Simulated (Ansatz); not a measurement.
# Hf2S: the cost of one run

Program: Ansatz 0.2.0. Level of theory: DFT r2SCAN, scalar-relativistic, plane waves, PAW. These are calculated values, not measurements.

1 further run of the same task is left out (set aside as unsound or not needed).

## Step 1: The system as given

The structure is hexagonal, space group P6_3/mmc (No. 194). The conventional cell has a = 3.381 Å, b = 3.381 Å, c = 11.741 Å, α = 90.00°, β = 90.00°, γ = 120.00°. Hf (site symmetry 3m) has 3 S at 2.63 Å in its first shell of neighbours. S (site symmetry -6m2) is surrounded by 6 Hf at 2.63 Å.

Coordinates:

```xyz
6
Lattice="3.3814 0.0000 0.0000 -1.6907 2.9284 0.0000 0.0000 0.0000 11.7410" Properties=species:S:1:pos:R:3 pbc="T T T"
Hf    1.6907    0.9761   10.5637
Hf    0.0000    1.9523    4.6932
Hf    1.6907    0.9761    7.0477
Hf    0.0000    1.9523    1.1773
S     0.0000    0.0000    8.8057
S     0.0000    0.0000    2.9352
```

It goes back to an entry of the Materials Project, which need not be the stable form.

It is the result of an earlier relaxation at this level (volume 19.38 Å³/atom; gap on the mesh: none (metal)).

## Step 2: The undisturbed cell

File input.yaml:

```yaml
crystal:
  lattice:
    - [3.3814293755, 0.0, 0.0]
    - [-1.6907146878, 2.9284037403, 0.0]
    - [0.0, 0.0, 11.7409506909]
  atoms:
    - { symbol: Hf, position: [0.6666666667, 0.3333333333, 0.8997311381] }
    - { symbol: Hf, position: [0.3333333333, 0.6666666667, 0.3997311381] }
    - { symbol: Hf, position: [0.6666666667, 0.3333333333, 0.6002688619] }
    - { symbol: Hf, position: [0.3333333333, 0.6666666667, 0.1002688619] }
    - { symbol: S, position: [0.0, 0.0, 0.75] }
    - { symbol: S, position: [0.0, 0.0, 0.25] }
basis:
  ecutwfc: 500
kpoints:
  mp_grid: { grid: [18, 18, 4] }
hamiltonian:
  xc: r2scan
scf:
  occupations: { method: gaussian, width: 0.15 }
output:
  forces: true
  stress: true
  eigenvalues: true
  write_density: true
  write_potential: true
  elf: true
  volumetric_format: npy
```

The run is started by

```
$ ansatz run input.yaml --threads 2 --pin off --max-ram 5120MiB --backend cpu --events-out ev --progress --plain --runs-dir out
```

**Question.** How long does this run take on 2 threads of Oxide Virtual Turin-like (Zen 5), shared host, and how much memory does it need?

About 40 s, with a peak of 1.2 GiB.
